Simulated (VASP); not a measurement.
AlN under changes of volume

One of the cells (10.626 Å³/atom); the others are scaled copies at fixed shape and fractional positions:

```
Al N
1.0
     0.00000    2.19846    2.19846
     2.19846    0.00000    2.19846
     2.19846    2.19846    0.00000
Al N
1 1
Direct
  0.00000 0.00000 0.00000
  0.25000 0.25000 0.25000
```

Measurements of this composition are mostly on another form, of space group No. 186.

| Property | Result |
| --- | --- |
| Program | VASP 6.6.1 |
| Functional | PBEsol |
| Potentials or basis | VASP PAW PBE potentials, release 64 (Al, N) |
| Cutoff | 520 eV |
| k mesh | 10 × 10 × 10 |
| Occupations | fermi-dirac, width 0.05 eV |
| Spin | no spin polarisation |

```tsv
volume (Å³/atom)	energy over the lowest point (meV/atom)	pressure (GPa)	gap on the mesh (eV)
9.792	31.64	15.8	3.21
10.001	?	?	?
10.209	3.89	5.7	3.20
10.626	0.00	-2.6	3.18
10.834	5.65	-6.2	3.17
11.042	15.72	-9.4	3.16
```

Q: What does the run at 10.001 Å³/atom give?

A: Energy over the lowest point 14.49 meV/atom; pressure 10.5 GPa; gap on the mesh 3.20 eV.

Worked out: A Birch-Murnaghan fit of order 3 (a polynomial in V^(-2/3)) to the other rows has its minimum at 10.49 Å³/atom with B0 = V·E''(V) = 202 GPa and B' = 3.9. It gives 14.45 meV/atom at 10.001 Å³/atom, against the run's 14.49, and -dE/dV = 10.6 GPa, against 10.5. A straight line through the other rows of the gap, of slope -0.425 eV per unit of ln V, gives 3.20 eV, against the run's 3.20.

Energies are extrapolated to zero smearing.

Caveats: the PAW data sets were made with another functional, which shifts forces and pressure a little.

A mesh can miss the band edges.
